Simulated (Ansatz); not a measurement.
# How far is this Li₂H from the hull?

Computed with DFT PBE, scalar-relativistic, plane waves, PAW (Ansatz 0.2.0). All cells share a 420 eV cutoff and Γ-centred k meshes spaced at most about 0.3 Å⁻¹ (about 0.25 or finer for metals, 2π included). No spin polarisation.

Energies over the elements count from the elements' standard structures at the same level (H₂ as a molecule), with no fitted energy shifts.

Temperature and zero-point effects are left out. With hydrogen, zero-point motion can shift formation energies by some tens of meV/atom.

The competitors are the elements and 1 reference phase of this chemical system (from databases or known types: LiH), relaxed at the same level; other known phases may be missing.

The candidate was reached from: random cell.

```xyz
3
Lattice="2.5561 0.0000 0.0000 0.0000 2.5561 0.0000 0.0000 0.0000 5.1582" Properties=species:S:1:pos:R:3 pbc="T T T"
Li    1.2780    1.2780    1.3519
Li    1.2780    1.2780    3.8063
H     0.0000    0.0000    2.5791
```

Question: Is it stable, and against what?

Answer: Not stable. Its formation energy is -0.092 eV/atom. The lowest competing mixture at this composition is this:

```
phase      space group         source  share of atoms  ΔE_f (eV/atom)
   Li                -        element          0.3333         -0.0036
  LiH  Fm-3m (No. 225)  textbook type          0.6667          -0.417
```

The lowest database cell of Li (-0.0036) lies slightly below the reference, hence the non-zero entry.

The mixture lies at -0.279 eV/atom, and the candidate lies 187 meV/atom above it. The candidate matches no cell in the subsets of the Crystallography Open Database and the Materials Project at hand. It is metastable at best. Whether it is a true minimum wasn't tested by phonons.
